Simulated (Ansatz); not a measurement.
# WS2: the cost of one run

Computed with Ansatz 0.2.0 (DFT PBE, scalar-relativistic, plane waves, PAW, unless a step's input says otherwise).

## 1. The starting structure

It takes space group P-3m1 (No. 164, trigonal). Conventional cell: a = 3.224 Å, b = 3.224 Å, c = 12.154 Å, α = 90.00°, β = 90.00°, γ = 120.00°. Around W (site symmetry 3m) lie 6 S at 2.38 to 2.54 Å. Around S (site symmetry 3m) lie 3 W at 2.38 Å. S (site symmetry 3m) has 3 W at 2.54 Å in its first shell of neighbours.

Structure file:

```cif
data_structure
_symmetry_space_group_name_H-M 'P 1'
_symmetry_Int_Tables_number 1
_cell_length_a 3.2240
_cell_length_b 3.2240
_cell_length_c 12.1540
_cell_angle_alpha 90.000
_cell_angle_beta 90.000
_cell_angle_gamma 120.000
_cell_volume 109.41
loop_
_atom_site_label
_atom_site_type_symbol
_atom_site_fract_x
_atom_site_fract_y
_atom_site_fract_z
_atom_site_occupancy
W1 W 0.33333 0.66667 0.25117 1
W2 W 0.66667 0.33333 0.74883 1
S1 S 0.33333 0.66667 0.62640 1
S2 S 0.66667 0.33333 0.10900 1
S3 S 0.33333 0.66667 0.89100 1
S4 S 0.66667 0.33333 0.37360 1
```

The guess is a distorted database cell: WS2 type (P6_3/mmc) distorted into a subgroup (P-3m1, No. 164).

## 2. The guess as it stands, on a coarse mesh

Contents of input.yaml:

```yaml
crystal:
  lattice:
    - [3.22400576, 0.0, 0.0]
    - [-1.61200288, 2.79207089, 0.0]
    - [0.0, 0.0, 12.15404328]
  atoms:
    - { symbol: W, position: [0.33333333, 0.66666667, 0.25116703] }
    - { symbol: W, position: [0.66666667, 0.33333333, 0.74883297] }
    - { symbol: S, position: [0.33333333, 0.66666667, 0.62640192] }
    - { symbol: S, position: [0.66666667, 0.33333333, 0.109] }
    - { symbol: S, position: [0.33333333, 0.66666667, 0.891] }
    - { symbol: S, position: [0.66666667, 0.33333333, 0.37359808] }
basis:
  ecutwfc: 420
kpoints:
  mp_grid: { grid: [6, 6, 2] }
hamiltonian:
  xc: pbe
scf:
  occupations: { method: gaussian, width: 0.1 }
  lower_state_search: "off"
output:
  forces: true
  stress: true
  eigenvalues: true
```

Launch:

```sh
$ ansatz run input.yaml --threads 1 --pin off --max-ram 2560MiB --backend cpu --events-out ev --progress --plain --runs-dir out
```

What time and memory should one allow on 1 thread of Intel Xeon at 2.50GHz (Skylake/Cascade Lake), shared host?

About 5.8 s, with a peak of 0.39 GiB.
